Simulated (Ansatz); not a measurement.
A crystal relaxed with r2SCAN in Ansatz has space group Fm-3m (No. 225) and a = 5.605 Å.

```
atom  site       x       y       z
  Na    4a  0.0000  0.0000  0.0000
  Xx    4b  0.5000  0.0000  0.0000
```

r2SCAN gives a direct gap of 5.98 eV at Γ. With HSE06 the gap is 6.56 eV and direct, at Γ. The PBE gap is direct at Γ: 5.18 eV. Meshes: r2SCAN 8×8×8, HSE06 6×6×6, PBE 8×8×8. r2SCAN's ε∞ is 2.4 in all directions.

Q: Which element is Xx?
A. Br
B. Cl
C. I
D. H

A: B. Xx is Cl: NaCl (rocksalt). Na has 6 Cl at 2.80 Å; Cl has 6 Na at 2.80 Å.

No spin polarisation and no zero-point or thermal motion.

The meshes of the hybrids are coarse, so their gaps aren't converged to the digits shown.
